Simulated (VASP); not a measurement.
# InP in VASP: settings compared, part 2 of 2

VASP 6.6.1. The steps go on from the part before.

## Step 3: Single point, PBEsol

INCAR

```
SYSTEM = InP
  PREC = Accurate
  ENCUT = 520
  EDIFF = 1E-6
  ISMEAR = -1
  SIGMA = 0.05
  LREAL = .FALSE.
  LASPH = .TRUE.
  NELM = 60
  ALGO = Normal
  ISIF = 2
  LWAVE = .FALSE.
  LCHARG = .TRUE.
  GGA = PS
  LELF = .TRUE.
  LVHAR = .TRUE.
  NBANDS = 16
```

KPOINTS

```
Automatic mesh
0
G
  12 12 12
  0 0 0
```

POSCAR

```
InP
1.0
    0.0000000000      2.9305000000      2.9305000000
    2.9305000000      0.0000000000      2.9305000000
    2.9305000000      2.9305000000      0.0000000000
In P
1 1
Direct
    0.0000000000      0.0000000000      0.0000000000
    0.7500000000      0.7500000000      0.7500000000
```

Potentials or basis: VASP PAW PBE potentials, release 64 (In_d, P).

Command:

```
cat potpaw_PBE.64/In_d/POTCAR potpaw_PBE.64/P/POTCAR > POTCAR
mpirun -np 1 vasp_std > vasp.out
```

OUTCAR:

```text
SYSTEM = InP
   PREC = Accurate
   ENCUT = 520
   EDIFF = 1E-6
   ISMEAR = -1
   LREAL = .FALSE.
   LASPH = .TRUE.
   NELM = 60
   ISIF = 2
   GGA = PS

 ion  position               nearest neighbor table
   1  0.000  0.000  0.000-   2 2.54   2 2.54   2 2.54   2 2.54
   2  0.750  0.750  0.750-   1 2.54   1 2.54   1 2.54   1 2.54

  LATTYP: Found a face centered cubic cell.
 ALAT       =     5.8610000000

  Lattice vectors:

 A1 = (   0.0000000000,   2.9305000000,   2.9305000000)
 A2 = (   2.9305000000,   0.0000000000,   2.9305000000)
 A3 = (   2.9305000000,   2.9305000000,   0.0000000000)

Analysis of symmetry for initial positions (statically):
=====================================================================
 Subroutine PRICEL returns:
 Original cell was already a primitive cell.

 Routine SETGRP: Setting up the symmetry group for a
 face centered cubic supercell.

 Subroutine GETGRP returns: Found 24 space group operations
 (whereof 24 operations were pure point group operations)
 out of a pool of 48 trial point group operations.
[... 155 lines left out ...]
  ---------------------------------------------------
  ext. energy  EPLUGINS =         0.00000000
  ---------------------------------------------------
  free energy    TOTEN  =        -9.15619926 eV

  energy without entropy =       -9.15619407  energy(sigma->0) =       -9.15619666

 E-fermi :   5.4482     XC(G=0):  -9.4797

 val. band max:        5.0902342993   @ k =   0.0000   0.0000   0.0000
 cond. band min:       5.7056019812   @ k =   0.0000   0.0000   0.0000
 fundamental gap:      0.6153676818
 Fermi energy:         5.4481897523

 k-point     1 :       0.0000    0.0000    0.0000
  band No.  band energies     occupation
      1      -9.0575      2.00000
      2      -9.0575      2.00000
      3      -9.0575      2.00000
      4      -8.9027      2.00000
      5      -8.9027      2.00000
      6      -6.4577      2.00000
[... 433 lines left out ...]
      3      -9.0013      2.00000
      4      -8.9000      2.00000
      5      -8.8918      2.00000
      6      -4.5306      2.00000
[... 8 lines left out ...]
     15      14.7352      0.00000
     16      15.7213      0.00000

 [... further k-points ...]
[... 5 lines left out ...]
  --------------------------------------------------------------------------------------
  -------------------------------------------------------------------------------------
  Total        0.1857616      0.1857616      0.1857616      0.0000000      0.0000000     -0.0000000
  in kB        5.9130481      5.9130481      5.9130481      0.0000000      0.0000000     -0.0000000
  external PRESSURE =       5.9130481 kB  Pullay stress =       0.0000000 kB

 VOLUME and BASIS-vectors are now :
 -----------------------------------------------------------------------------
  energy-cutoff  :      520.00
  volume of cell :       50.33
      direct lattice vectors                 reciprocal lattice vectors
     0.000000000  2.930500000  2.930500000    -0.170619348  0.170619348  0.170619348
     2.930500000  0.000000000  2.930500000     0.170619348 -0.170619348  0.170619348
     2.930500000  2.930500000  0.000000000     0.170619348  0.170619348 -0.170619348

 POSITION                                       TOTAL-FORCE (eV/Angst)
 -----------------------------------------------------------------------------------
      0.00000      0.00000      0.00000        -0.000000     -0.000000     -0.000000
      4.39575      4.39575      4.39575         0.000000      0.000000      0.000000
 -----------------------------------------------------------------------------------
    total drift:                                0.000000      0.000000     -0.000000

  FREE ENERGIE OF THE ION-ELECTRON SYSTEM (eV)
  ---------------------------------------------------
  free  energy   TOTEN  =        -9.1561992591 eV

  energy  without entropy=       -9.1561940668  energy(sigma->0) =       -9.15619666
```

stdout:

```text
POSCAR found type information on POSCAR InP
 POSCAR found :  2 types and       2 ions
 scaLAPACK will be used
 -----------------------------------------------------------------------------
|                                                                             |
|                                                                             |
|     You enforced a specific xc type in the INCAR file but a different       |
|     I HOPE YOU KNOW WHAT YOU ARE DOING!                                     |
|                                                                             |
 -----------------------------------------------------------------------------

 LDA part: xc-table for (Slater+PW92), standard interpolation
 POSCAR, INCAR and KPOINTS ok, starting setup
 FFT: planning ... GRIDC
 FFT: planning ... GRID_SOFT
 FFT: planning ... GRID
 WAVECAR not read
 entering main loop
```

It took 29 s on 1 thread of Intel Xeon Platinum 8375C at 2.90GHz (Ice Lake), shared host; peak memory 0.21 GiB.

Results:

```yaml
Free_energy: -9.1562 eV
Pressure: 0.6 GPa
Band_gap_on_the_k_mesh: 0.62 eV, direct
```

Levels at points of the mesh, in eV from the valence-band top:
```tsv
k point	band 7	band 8	band 9	band 10	band 11	band 12
(0.00, 0.00, 0.00)	0.00	0.00	0.00	0.62	4.02	4.02
(0.50, 0.00, 0.00)	-5.80	-0.99	-0.99	1.40	4.74	4.74
(0.50, 0.50, 0.00)	-5.82	-2.35	-2.35	1.63	2.17	9.09
```

Caveat: the PAW data sets were made with another functional, which shifts forces and pressure a little; spin-orbit coupling is left out, which moves the levels of the heavy elements.

## Step 4: Single point, PBE (z stretched by +3 % at fixed volume)

INCAR

```
SYSTEM = InP
PREC = Accurate
ENCUT = 520
EDIFF = 1E-6
ISMEAR = -1
SIGMA = 0.05
LREAL = .FALSE.
LASPH = .TRUE.
NELM = 100
ALGO = Normal
ISIF = 2
LWAVE = .FALSE.
LCHARG = .FALSE.
GGA = PE
NBANDS = 16
```

KPOINTS is that of step 3.

POSCAR

```
InP
1.0
    0.0000000000      2.8875074498      3.0184150000
    2.8875074498      0.0000000000      3.0184150000
    2.8875074498      2.8875074498      0.0000000000
In P
1 1
Direct
    0.0000000000      0.0000000000      0.0000000000
    0.7500000000      0.7500000000      0.7500000000
```

Command:

```
cat potpaw_PBE.64/In_d/POTCAR potpaw_PBE.64/P/POTCAR > POTCAR
mpirun -np 1 vasp_std > vasp.out
```

It used 150 s of CPU time on 1 thread of AMD EPYC 7R13 Processor (Zen 3) (shared host).

The run converged. Its results:

```yaml
Free_energy: -8.3741 eV
Pressure: 3.2 GPa
Band_gap_on_the_k_mesh: 0.63 eV, direct
```

Stress tensor (GPa, compression positive):
```
3.88 0.00 0.00
0.00 3.88 0.00
0.00 0.00 1.94
```

Levels at points of the mesh, in eV from the valence-band top:
```csv
k point,band 6,band 7,band 8,band 9,band 10,band 11,band 12,band 13
"(0.00, 0.00, 0.00)",-11.59,-0.22,0.00,0.00,0.63,4.01,4.01,4.08
"(0.50, 0.00, 0.00)",-9.86,-5.80,-1.19,-0.89,1.40,4.63,4.90,7.04
"(0.50, 0.50, 0.00)",-9.31,-6.00,-2.22,-2.22,1.86,2.46,8.84,9.54
"(0.50, 0.00, 0.50)",-9.16,-5.72,-2.48,-2.46,1.61,2.07,9.26,9.30
```

Caveat: spin-orbit coupling is left out, which moves the levels of the heavy elements.

## Step 5: Summary

```tsv
level	potentials or basis	cell	gap on the mesh (eV)	pressure (GPa)
LDA	VASP PAW LDA potentials, release 64 (In_d, P)	a = 4.144 Å, angles 60.0°, 2 atoms	0.51	-1.2
PBEsol	VASP PAW PBE potentials, release 64 (In_d, P)	a = 4.144 Å, angles 60.0°, 2 atoms	0.62	0.6
PBE	VASP PAW PBE potentials, release 64 (In_d, P)	a = 4.177, b = 4.177, c = 4.084 Å, angles 60.7, 60.7, 58.5°, 2 atoms	0.63	3.2
```

Alike in all rows: task single point; no spin polarisation; k mesh 12 × 12 × 12; cutoff (eV) 520; smearing fermi-dirac 0.05 eV.

Caveats: spin-orbit coupling is left out, which moves the levels of the heavy elements; the PAW data sets were made with another functional, which shifts forces and pressure a little (some runs).

Total energies depend on the potentials used, so only differences within one code and one set of settings carry meaning.

## Step 6: How close it comes

Step 2. A measured gap of InP is 1.4236 eV (direct; 1.6 K; a printed reference work, data compilation); the calculated 0.51 eV misses it by -0.91 eV. Spin-orbit coupling on In is left out. The value is that of LDA, without temperature or zero-point motion. Semilocal functionals fall short of measured gaps as a rule.

Step 3. Against the measured gap of InP, 1.4236 eV (direct; 1.6 K; a printed reference work, data compilation), the calculated 0.62 eV is off by -0.81 eV. Spin-orbit coupling on In is left out. The value is that of PBEsol, without temperature or zero-point motion. Semilocal functionals fall short of measured gaps as a rule.
